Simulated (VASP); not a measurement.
Crystal: V.

```
V
1.0
     2.69235    0.00000    0.00000
    -1.34617    2.33164    0.00000
     0.00000    0.00000    4.39661
V
2
Direct
  0.33333 0.66667 0.25000
  0.66667 0.33333 0.75000
```

This isn't the form of V at room conditions, which is bcc.

| Property | Result |
| --- | --- |
| Program | VASP 6.6.1 |
| Task | relaxation of cell and atoms |
| Functional | PBEsol |
| Potentials or basis | VASP PAW PBE potentials, release 64 (V) |
| Cutoff | 580 eV |
| k mesh | 18 × 18 × 10 |
| Occupations | gaussian, width 0.1 eV |
| Spin | no spin polarisation |

At the start: pressure -8.3 GPa; volume 13.80 Å³/atom.

**Question.** How do energy, volume and symmetry change on relaxing?

**Answer.** Over 9 steps the energy falls by 59.0 meV/atom and the volume is 13.13 Å³/atom (-4.9 %); space group P6_3/mmc (No. 194, to 0.05 Å).

Step by step:
```csv
step,energy change (eV),largest force (eV/Å),pressure (GPa),volume (Å³)
1,0.0000,0.0000,-8.25,27.60
2,-0.0184,0.0000,12.40,24.85
3,-0.0529,0.0000,2.28,26.02
4,-0.0971,0.0000,2.90,25.90
5,-0.1119,0.0000,3.89,25.75
6,-0.1044,0.0000,-5.06,27.01
7,-0.1177,0.0000,0.12,26.24
8,-0.1179,0.0000,0.01,26.26
9,-0.1179,0.0000,-0.01,26.26
```

Final structure:
```
V
1.0
     2.55344    0.00000    0.00000
    -1.27672    2.21134    0.00000
     0.00000    0.00000    4.65058
V
2
Direct
  0.33333 0.66667 0.25000
  0.66667 0.33333 0.75000
```

Caveat: the PAW data sets were made with another functional, which shifts forces and pressure a little.
